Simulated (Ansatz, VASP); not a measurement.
## Bi2Se3 (Paraguanajuatite): VASP beside Ansatz

File INCAR:

```
  PREC = Accurate
  ENCUT = 520
  EDIFF = 1E-7
  ISMEAR = -1
  SIGMA = 0.05
  LREAL = False
  LASPH = True
  NELM = 100
  ALGO = Normal
  ISIF = 2
  LWAVE = False
  LCHARG = False
  GGA = PS
  NBANDS = 32
  KPAR = 2
```

Contents of KPOINTS:

```
Automatic mesh
0
Gamma
  8 8 8
```

Contents of POSCAR:

```
Bi2Se3
1.0
    2.0575968965      1.1879541221      9.4812687632
   -2.0575968965      1.1879541221      9.4812687632
    0.0000000000     -2.3759082442      9.4812687632
Bi Se
2 3
Direct
    0.5992000000      0.5992000000      0.5992000000
    0.4008000000      0.4008000000      0.4008000000
    0.7883000000      0.7883000000      0.7883000000
    0.2117000000      0.2117000000      0.2117000000
    0.0000000000      0.0000000000      0.0000000000
```

input.yaml

```yaml
crystal:
  lattice:
    - [2.0575968965, 1.1879541221, 9.4812687632]
    - [-2.0575968965, 1.1879541221, 9.4812687632]
    - [0.0, -2.3759082442, 9.4812687632]
  atoms:
    - { symbol: Bi, position: [0.5992, 0.5992, 0.5992] }
    - { symbol: Bi, position: [0.4008, 0.4008, 0.4008] }
    - { symbol: Se, position: [0.7883, 0.7883, 0.7883] }
    - { symbol: Se, position: [0.2117, 0.2117, 0.2117] }
    - { symbol: Se, position: [0.0, 0.0, 0.0] }
hamiltonian:
  xc: pbesol
  pseudopotentials: { kind: paw }
kpoints:
  mp_grid: { grid: [8, 8, 8] }
scf:
  occupations: { method: fermi_dirac, width: 0.05 }
output:
  forces: true
  stress: true
  eigenvalues: true
  write_density: true
  write_potential: true
  elf: true
  volumetric_format: npy
```

Change from the starting cell: volume scaled by 0.98.

Alike in both runs: task single point; functional PBEsol; k mesh 8 × 8 × 8; occupations fermi-dirac, width 0.05 eV; no spin polarisation.

|  | VASP | Ansatz |
| --- | --- | --- |
| version | VASP 6.6.1 | Ansatz 0.2.0 |
| potentials or method | VASP PAW PBE potentials, release 64 (Bi_d, Se) | Ansatz PAW |
| plane-wave cutoff (eV) | 520 | 420 |
| valence electrons in the cell | 48 | 78 |

Ansatz gave:

```
gap on the k mesh at the Fermi level (eV) : 0.12
least direct gap on the mesh (eV)         : 0.12
pressure (GPa)                            : 1.0
rms of the force components (eV/Å)        : 0.113
```

Estimate VASP's values.

gap on the k mesh at the Fermi level (eV): 0.12; least direct gap on the mesh (eV): 0.12; pressure (GPa): 1.1; rms of the force components (eV/Å): 0.121.

Atom by atom the forces differ by 0.008 eV/Å (rms over components). The two sets of potentials don't hold the same shells in valence.

Caveats: spin-orbit coupling is left out, which as a rule narrows the gap of such compounds by several tenths of an eV; the PAW data sets were made with another functional, which shifts forces and pressure a little (VASP); the PAW data sets come from PBE, with cores solved anew for the run's functional, which leaves a small shift of forces and pressure (Ansatz). A k mesh can miss the band edges.
